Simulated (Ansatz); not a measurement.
# LiCl: the cost of one run

Computed with Ansatz 0.2.0 (DFT PBE, scalar-relativistic, plane waves, PAW, unless a step's input says otherwise).

## 1. The system as given

The structure is hexagonal, space group P6_3mc (No. 186). The conventional cell has a = 3.925 Å, b = 3.925 Å, c = 6.357 Å, α = 90.00°, β = 90.00°, γ = 120.00°. Li (site symmetry 3m) has 4 Cl at 2.40 Å as nearest neighbours. Around Cl (site symmetry 3m) lie 4 Li at 2.40 Å.

Coordinates:

```cif
data_structure
_symmetry_space_group_name_H-M 'P 1'
_symmetry_Int_Tables_number 1
_cell_length_a 3.9249
_cell_length_b 3.9249
_cell_length_c 6.3572
_cell_angle_alpha 90.000
_cell_angle_beta 90.000
_cell_angle_gamma 120.000
_cell_volume 84.81
loop_
_atom_site_label
_atom_site_type_symbol
_atom_site_fract_x
_atom_site_fract_y
_atom_site_fract_z
_atom_site_occupancy
Li1 Li 0.66667 0.33333 0.87602 1
Li2 Li 0.33333 0.66667 0.37602 1
Cl1 Cl 0.66667 0.33333 0.49898 1
Cl2 Cl 0.33333 0.66667 0.99898 1
```

The structure comes from the Materials Project (structure only).

## 2. Random moves and strain, cell strained

The change: strain xx, yy, zz, yz, xz, xy = +1.8, +1.8, -2.7, -1.6, -2.5, -1.1 %; atoms moved by 0.03 Å root mean square, at most 0.04 Å.

input.yaml

```yaml
crystal:
  lattice:
    - [3.996197318, -0.0418784932, -0.0993387687]
    - [-2.034366498, 3.4826993759, -0.0062109598]
    - [-0.1608997449, -0.1045117268, 6.1874883729]
  atoms:
    - { symbol: Li, position: [0.6624652362, 0.3340364681, 0.8769765478] }
    - { symbol: Li, position: [0.336887505, 0.6659429379, 0.3759682361] }
    - { symbol: Cl, position: [0.6737111642, 0.3367519346, 0.4936388467] }
    - { symbol: Cl, position: [0.3269386424, 0.6632686594, 1.0034167963] }
basis:
  ecutwfc: 420
kpoints:
  mp_grid: { grid: [9, 9, 4] }
hamiltonian:
  xc: pbe
scf:
  occupations: { method: gaussian, width: 0.02 }
output:
  forces: true
  stress: true
  eigenvalues: true
```

Started as:

```bash
> ansatz run input.yaml --threads 1 --pin off --max-ram 1331MiB --backend cpu --events-out ev --progress --plain --runs-dir out
```

What time and memory should one allow on 1 thread of an x86-64 CPU, shared host?

About 28 s, with a peak of 0.52 GiB.
